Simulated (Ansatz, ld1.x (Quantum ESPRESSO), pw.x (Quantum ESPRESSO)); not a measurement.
pw.x on diamond H: one setting changed

Potential: PAW, ld1.x (Quantum ESPRESSO) 7.5, PBE; core none, reference 1s1; waves: 1s (bound): rcut 1.05, rcutus 1.30 bohr; 1s channel at 0.15 Ry: rcut 1.05, rcutus 1.30 bohr; 2p channel at 0.45 Ry: rcut 0.80, rcutus 1.00 bohr; 2p channel at 2.2 Ry: rcut 0.80, rcutus 1.00 bohr; local part: all-electron potential smoothed inside 0.85 bohr (lloc = -2); core correction: none; augmentation: BESSEL, radius 0.60 bohr.

The reference run (k-mesh 15³, cutoffs 40/460 Ry, Fermi–Dirac 0.01 Ry, mixing_beta 0.4, conv_thr 1e-9, no spin) gives -0.16 GPa at 3.427 Å³/atom, where all-electron LAPW gives -0.21 GPa. This run, with its own iteration cap, changes mixing_beta to 0.7.

```
&control
  calculation='scf', prefix='x', pseudo_dir='./', outdir='./tmp', tstress=.true., disk_io='none'
/
&system
  ibrav=0, nat=2, ntyp=1, ecutwfc=40, ecutrho=460, nbnd=8,
  occupations='smearing', smearing='fd', degauss=0.01
/
&electrons
  conv_thr=1e-09, mixing_beta=0.7, electron_maxstep=50
/
ATOMIC_SPECIES
H 1.0 H.UPF
CELL_PARAMETERS angstrom
  0.00000000 1.50766447 1.50766447
  1.50766447 0.00000000 1.50766447
  1.50766447 1.50766447 0.00000000
ATOMIC_POSITIONS crystal
H 0.0000 0.0000 0.0000
H 0.2500 0.2500 0.2500
K_POINTS automatic
15 15 15 0 0 0
```

```bash
pw.x < H.scf.in > H.scf.out
```

Problem. How does the run end?

Solution. It converges in 5 iterations; the free energy moves by +0.0 meV/atom and the pressure by +0.00 GPa. The result is that of the reference run.

```
Message from routine setup:
     using ibrav=0 with symmetry is DISCOURAGED, use correct ibrav instead
     lattice parameter (alat)  =       4.0292  a.u.
     unit-cell volume          =      46.2531 (a.u.)^3
     number of electrons       =         2.00
     number of Kohn-Sham states=            8
     kinetic-energy cutoff     =      40.0000  Ry
     charge density cutoff     =     460.0000  Ry
     scf convergence threshold =      1.0E-09
     Exchange-correlation= SLA  PW   PBX  PBC
     number of k points=   120  Fermi-Dirac smearing, width (Ry)=  0.0100
     iteration #  1     ecut=    40.00 Ry     beta= 0.70
     total energy              =      -2.21915906 Ry
     estimated scf accuracy    <       0.00525105 Ry
     iteration #  2     ecut=    40.00 Ry     beta= 0.70
     total energy              =      -2.21931607 Ry
     estimated scf accuracy    <       0.00047632 Ry
     iteration #  3     ecut=    40.00 Ry     beta= 0.70
     total energy              =      -2.21932892 Ry
     estimated scf accuracy    <       0.00000054 Ry
     iteration #  4     ecut=    40.00 Ry     beta= 0.70
     total energy              =      -2.21932919 Ry
     estimated scf accuracy    <       0.00000009 Ry
     iteration #  5     ecut=    40.00 Ry     beta= 0.70
     the Fermi energy is     2.5741 ev
!    total energy              =      -2.21932920 Ry
     estimated scf accuracy    <          1.2E-11 Ry
     smearing contrib. (-TS)   =      -0.00031879 Ry
     The total energy is F=E-TS. E is the sum of the following terms:
     one-electron contribution =       0.89404179 Ry
     hartree contribution      =       0.13112536 Ry
     xc contribution           =      -1.35699486 Ry
     ewald contribution        =      -1.89071962 Ry
     one-center paw contrib.   =       0.00353692 Ry
     convergence has been achieved in   5 iterations
          total   stress  (Ry/bohr**3)                   (kbar)     P=       -1.58
     Message from routine punch:
     Nothing written, as per user request (disk_io='none')
```

The run took about 2.4 s on one core of a shared host (Neoverse-V1, 32 threads, 247 GiB, load 52).
